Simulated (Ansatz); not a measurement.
The system is Al.

```
CELL_PARAMETERS angstrom
-1.59122 1.59122 1.59122
1.59122 -1.59122 1.59122
1.59122 1.59122 -1.59122
ATOMIC_POSITIONS crystal
Al 0.00000 0.00000 0.00000
```

This isn't the form of Al at room conditions, which is fcc.

```yaml
Program: Ansatz 0.2.0
Task: relaxation of cell and atoms
Functional: BLYP
Potentials_or_basis: Ansatz PAW
Cutoff: "420 eV (not typed: the program's choice for these potentials)"
k_mesh: 12 × 12 × 12
Occupations: fermi-dirac, width 0.05 eV
Spin: no spin polarisation
```

At the start: volume 16.12 Å³/atom.

**Question.** How do energy, volume and symmetry change on relaxing?

**Answer.** It ends after 7 steps and the volume is 18.17 Å³/atom (+12.8 %); space group Im-3m (No. 229, to 0.05 Å).

Step by step:
```csv
step,energy change (eV),largest force (eV/Å),volume (Å³)
1,0.0000,0.0000,16.12
2,-0.0406,0.0000,17.72
3,-0.0419,0.0000,18.06
4,-0.0420,0.0000,18.13
5,-0.0435,0.0000,18.13
6,-0.0435,0.0000,18.17
7,-0.0435,0.0000,18.17
```

Final structure:
```
Al
1.0
    -1.65629    1.65629    1.65629
     1.65629   -1.65629    1.65629
     1.65629    1.65629   -1.65629
Al
1
Direct
  0.00000 0.00000 0.00000
```

Caveat: the plane-wave basis is chosen anew once the cell has moved, so the energies of steps on either side of that aren't comparable; the PAW data sets come from PBE, with cores solved anew for the run's functional, which leaves a small shift of forces and pressure.
